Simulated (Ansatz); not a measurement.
Runs of Ansatz 0.2.0 on HfO2. Symmetry: Fm-3m, No. 225, cubic system. Conventional cell: a = 5.115 Å, b = 5.115 Å, c = 5.115 Å, α = 90.00°, β = 90.00°, γ = 90.00°. Hf (site symmetry m-3m) has 8 O at 2.21 Å as nearest neighbours. O (site symmetry -43m) has 4 Hf at 2.21 Å as nearest neighbours. Measurements of this composition are mostly on another form, of space group No. 14.

```csv
task,level,U,cell,k mesh,share of exact exchange,hubbard projectors,double counting,mesh quality,gap on the mesh (eV),pressure (GPa),relaxed volume (Å³/atom)
single point,HSE06 form with a typed share of exact exchange,-,as given,5 × 5 × 5,0,-,-,coarse,4.02,(b),-
single point,HSE06 form with a typed share of exact exchange,-,as given,5 × 5 × 5,0.1,-,-,coarse,4.67,-5.1,-
relaxation of cell and atoms,PBE+U,Hf d U = 3 eV,relaxed,9 × 9 × 9,-,ortho-atomic (the default),fll (the default),not flagged,4.33,0.0,11.24
relaxation of cell and atoms,PBE+U,Hf d U = 5 eV,relaxed,9 × 9 × 9,-,ortho-atomic (the default),fll (the default),not flagged,4.70,0.0,11.39
relaxation of cell and atoms,PBE+U,Hf d U = 8 eV,relaxed,9 × 9 × 9,-,ortho-atomic (the default),fll (the default),not flagged,4.81,0.0,11.65
relaxation of cell and atoms,PBE+U,Hf d U = 2 eV,relaxed,9 × 9 × 9,-,ortho-atomic (the default),fll (the default),not flagged,(c),0.0,11.17
relaxation of cell and atoms,PBE,-,relaxed,9 × 9 × 9,-,-,-,not flagged,3.85,0.0,(a)
relaxation of cell and atoms,PBE+U,Hf d U = 6 eV,relaxed,9 × 9 × 9,-,ortho-atomic (the default),fll (the default),not flagged,4.89,0.0,11.47
```

Alike in all rows: potentials or basis Ansatz PAW; no spin polarisation; cutoff (eV) 420; smearing fermi-dirac 0.05 eV.

**Question.** Estimate the missing entries.

**Answer.** (a) 11.04; (b) -2.5; (c) 4.16.

Caveats: some runs use coarse meshes; odd divisions of the mesh miss points on the zone boundary, where band edges often lie, so the gap on the mesh can be too wide; spin-orbit coupling is left out, which moves the levels of the heavy elements; the plane-wave basis is chosen anew once the cell has moved, so the energies of steps on either side of that aren't comparable (some runs); the PAW data sets were made with another functional, which shifts forces and pressure a little (some runs); the PAW data sets come from PBE, with cores solved anew for the run's functional, which leaves a small shift of forces and pressure (some runs); the thresholds are loose for stress (some runs).

A k mesh can miss the band edges, and the runs leave out spin-orbit coupling on Hf.
